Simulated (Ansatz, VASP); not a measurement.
## Hf: VASP beside Ansatz

The input INCAR:

```
ALGO = Normal
EDIFF = 1E-7
ENCUT = 520
GGA = PE
ISIF = 2
ISMEAR = -1
LASPH = T
LCHARG = F
LREAL = F
LWAVE = F
NBANDS = 11
NELM = 60
PREC = Accurate
SIGMA = 0.08
```

Contents of KPOINTS:

```
k-points
0
Gamma
  15 15 15
```

Contents of POSCAR:

```
Hf
1.0
    2.5656475152      0.0000000000      0.0000000000
    0.0000000000      2.5656475152      0.0000000000
    0.0000000000      0.0000000000      2.5656475152
Hf
1
Direct
    0.0000000000      0.0000000000      0.0000000000
```

Input for Ansatz:

```yaml
crystal:
  lattice:
    - [2.5656475152, 0.0, 0.0]
    - [0.0, 2.5656475152, 0.0]
    - [0.0, 0.0, 2.5656475152]
  atoms:
    - { symbol: Hf, position: [0.0, 0.0, 0.0] }
kpoints:
  mp_grid: { grid: [15, 15, 15] }
scf:
  occupations: { method: fermi_dirac, width: 0.08 }
hamiltonian:
  xc: pbe
  pseudopotentials: { kind: paw }
output:
  forces: true
  stress: true
  eigenvalues: true
  populations: true
```

Change from the starting cell: volume scaled by 0.68, PAW files.

Alike in both runs: task single point; functional PBE; k mesh 15 × 15 × 15; occupations fermi-dirac, width 0.08 eV; no spin polarisation.

|  | VASP | Ansatz |
| --- | --- | --- |
| version | VASP 6.6.1 | Ansatz 0.2.0 |
| potentials or method | VASP PAW PBE potentials, release 64 (Hf_pv) | PAW with Ansatz's default frozen-core files, scalar-relativistic |
| plane-wave cutoff (eV) | 520 | 420 |
| valence electrons in the cell | 10 | 26 |

```tsv
	VASP	Ansatz	Ansatz less VASP
pressure (GPa)	55.8	56.9	+1.09
```

The two sets of potentials don't hold the same shells in valence.

Caveats: so large a pressure means that the cell lies far from this level's equilibrium, or that cutoff or potentials fall short (VASP). The runs have no spin-orbit coupling, so splittings on Hf are missing.
